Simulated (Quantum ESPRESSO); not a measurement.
The system is GaP.

```
CELL_PARAMETERS angstrom
0.00000 2.72525 2.72525
2.72525 0.00000 2.72525
2.72525 2.72525 0.00000
ATOMIC_POSITIONS crystal
Ga 0.00000 0.00000 0.00000
P 0.75000 0.75000 0.75000
```

- Program: Quantum ESPRESSO 7.5
- Task: phonons
- Functional: PBE
- Potentials or basis: SG15 PBE 1.2
- Cutoff: 952 eV
- Density cutoff: 3810 eV
- k mesh: 6 × 6 × 6, shifted
- Occupations: fermi-dirac, width 0.05 eV
- Spin: no spin polarisation
- Mixing beta: 0.5
- Most SCF iterations: 120
- SCF threshold: 4e-10 Ry

The first run showed a gap, so the response started from a second, tighter run with fixed occupations.

The run gives a transverse optical frequency of 352 cm⁻¹, an electronic dielectric constant of 10.68 and Born charges of ±2.18 e.

Question: What are the longitudinal frequency and the static dielectric constant?

Answer: The longitudinal mode lies at 386 cm⁻¹, 34 cm⁻¹ over the transverse one, and the static constant is 12.81. The two agree with the Lyddane-Sachs-Teller relation: (386/352)² = 1.20 and 12.81/10.68 = 1.20.

Caveat: before the sum rule the acoustic modes lie tens of cm⁻¹ from zero, a sign that the density grid also shifts the optical modes.
